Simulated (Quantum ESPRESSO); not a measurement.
KBr under changes of volume

One of the cells (35.937 Å³/atom); the others are scaled copies at fixed shape and fractional positions:

```
Br K
1.0
     0.00000    3.30000    3.30000
     3.30000    0.00000    3.30000
     3.30000    3.30000    0.00000
Br K
1 1
Direct
  0.50000 0.50000 0.50000
  0.00000 0.00000 0.00000
```

* Program: Quantum ESPRESSO 7.5
* Functional: r2SCAN
* Potentials or basis: SG15 PBE 1.2
* Cutoff: 952 eV
* Density cutoff: 3810 eV
* k mesh: 5 × 5 × 5
* Occupations: fermi-dirac, width 0.05 eV
* Spin: no spin polarisation

```csv
volume (Å³/atom),energy over the lowest point (meV/atom),pressure (GPa),gap on the mesh (eV)
33.781,8.54,1.2,5.14
34.500,3.91,0.8,5.08
35.218,1.13,0.4,5.02
35.937,0.00,0.1,4.96
36.656,0.32,-0.2,4.91
37.374,?,?,?
38.093,4.71,-0.7,4.81
```

Task: What does the run at 37.374 Å³/atom give?

Result: Energy over the lowest point 1.94 meV/atom; pressure -0.5 GPa; gap on the mesh 4.86 eV.

Worked out: A Birch-Murnaghan fit of order 3 (a polynomial in V^(-2/3)) to the other rows has its minimum at 36.13 Å³/atom with B0 = V·E''(V) = 15.8 GPa and B' = 5.0. It gives 1.94 meV/atom at 37.374 Å³/atom, against the run's 1.94, and -dE/dV = -0.5 GPa, against -0.5. A straight line through the other rows of the gap, of slope -2.76 eV per unit of ln V (its deformation potential), gives 4.86 eV, against the run's 4.86.

Energies are extrapolated to zero smearing.

Caveats: the potentials were made for another functional, which shifts forces and pressure.

Spin-orbit coupling on Br is left out.
